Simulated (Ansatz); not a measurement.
BP:

```
P B
1.0
     0.00000    2.26900    2.26900
     2.26900    0.00000    2.26900
     2.26900    2.26900    0.00000
P B
1 1
Direct
  0.75000 0.75000 0.75000
  0.00000 0.00000 0.00000
```

| Property | Result |
| --- | --- |
| Program | Ansatz 0.2.0 |
| Task | relaxation of cell and atoms |
| Functional | BLYP |
| Dispersion | D4 |
| Potentials or basis | Ansatz PAW |
| Cutoff | 420 eV (not typed: the program's choice for these potentials) |
| k mesh | 10 × 10 × 10 |
| Occupations | fermi-dirac, width 0.05 eV |
| Spin | no spin polarisation |

At the start: volume 11.68 Å³/atom.

Q: Where does the relaxation end?

A: It ends after 5 steps and the volume is 11.40 Å³/atom (-2.4 %); space group F-43m (No. 216, to 0.05 Å).

The path:
| step | energy change (eV) | largest force (eV/Å) | volume (Å³) |
| --- | --- | --- | --- |
| 1 | 0.0000 | 0.0000 | 23.36 |
| 2 | -0.0056 | 0.0000 | 23.06 |
| 3 | -0.0074 | 0.0000 | 22.80 |
| 4 | -0.0074 | 0.0000 | 22.81 |
| 5 | -0.0069 | 0.0000 | 22.81 |

Final structure:
```
P B
1.0
     0.00000    2.25081    2.25081
     2.25081    0.00000    2.25081
     2.25081    2.25081    0.00000
P B
1 1
Direct
  0.75000 0.75000 0.75000
  0.00000 0.00000 0.00000
```

Caveat: the plane-wave basis is chosen anew once the cell has moved, so the energies of steps on either side of that aren't comparable; the PAW data sets come from PBE, with cores solved anew for the run's functional, which leaves a small shift of forces and pressure.
